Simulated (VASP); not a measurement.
HfO2: equation of state with PBE

The system is HfO2.

```xyz
12
Lattice="5.2195 0.0000 0.0000 0.0000 5.0048 0.0000 0.0000 0.0000 5.0327" Properties=species:S:1:pos:R:3 pbc="T T T"
Hf    5.0472    3.6661    3.7314
Hf    2.7820    3.6661    1.2151
Hf    2.4375    1.3387    3.7314
Hf    0.1723    1.3387    1.2151
O     3.2994    4.6477    4.4251
O     4.5298    4.6477    1.9087
O     1.2211    2.7020    2.4776
O     1.3886    2.7020    4.9939
O     3.9984    2.3028    4.9939
O     3.8308    2.3028    2.4776
O     0.6896    0.3571    4.4251
O     1.9201    0.3571    1.9087
```

Measurements of this composition are mostly on another form, of space group No. 14.

* Program: VASP 6.6.1
* Task: equation of state
* Functional: PBE
* Potentials or basis: VASP PAW PBE potentials, release 64 (Hf_pv, O)
* Cutoff: 520 eV
* k mesh: 5 × 6 × 5
* Occupations: fermi-dirac, width 0.05 eV
* Spin: no spin polarisation

* Equilibrium volume: 11.23 Å³/atom
* Bulk modulus at fixed shape and positions: 247 GPa
* Pressure derivative of the bulk modulus: 4.3

Energy against volume, from the lowest point:
| volume (Å³/atom) | energy (meV/atom) |
| --- | --- |
| 10.298 | 69.90 |
| 10.517 | 39.43 |
| 10.736 | 18.22 |
| 10.955 | 5.35 |
| 11.175 | 0.00 |
| 11.394 | 1.43 |
| 11.613 | 8.99 |

All runs of the series together: 32 min on 1 thread of Intel(R) Xeon(R) Platinum 8488C (Sapphire Rapids), on a shared host.

Caveat: the cell was scaled at fixed shape and fractional positions, which overstates the stiffness of a crystal with free parameters, most of all of layers and chains. The run has no spin-orbit coupling, so splittings on Hf are missing.
